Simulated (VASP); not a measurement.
Here is a VASP 6.6.1 calculation.

The input POSCAR:

```
Ni
1.0
    0.0000000000      1.7375729330      1.7375729330
    1.7375729330      0.0000000000      1.7375729330
    1.7375729330      1.7375729330      0.0000000000
Ni
1
Direct
    0.0000000000      0.0000000000      0.0000000000
```

INCAR.step1

```
ALGO = Normal
EDIFF = 1E-8
EDIFFG = -0.002
ENCUT = 600
GGA = PE
IBRION = 2
ISIF = 3
ISMEAR = -1
ISPIN = 2
LASPH = True
LCHARG = False
LMAXMIX = 4
LORBIT = 11
LREAL = False
LWAVE = False
MAGMOM = 1
NELM = 150
NSW = 40
PREC = Accurate
SIGMA = 0.05
```

Contents of INCAR.step2:

```
ALGO = Normal
EDIFF = 1E-8
ENCUT = 600
GGA = PE
IBRION = 8
ISIF = 2
ISMEAR = -1
ISPIN = 2
LASPH = True
LCHARG = False
LMAXMIX = 4
LORBIT = 11
LREAL = False
LWAVE = False
MAGMOM = 1
NELM = 150
NSW = 1
PREC = Accurate
SIGMA = 0.05
```

Contents of KPOINTS:

```
k-points
0
Gamma
  10 10 10
```

Potentials or basis: VASP PAW PBE potentials, release 64 (Ni).

Command:

```console
$ cat potpaw_PBE.64/Ni/POTCAR > POTCAR
$ cp INCAR.step1 INCAR
$ mpirun -np 1 vasp_std > vasp.out
$ cp CONTCAR POSCAR
$ cp INCAR.step2 INCAR
$ mpirun -np 1 vasp_std > vasp.out
```

Q: What does it give for the net moment?

A: 0.71 μB per cell.

Q: Predict the relaxed volume.

A: 10.91 Å³/atom.

Final structure:
```
Ni
1.0
     0.00000    1.76053    1.76053
     1.76053    0.00000    1.76053
     1.76053    1.76053    0.00000
Ni
1
Direct
  0.00000 0.00000 0.00000
```
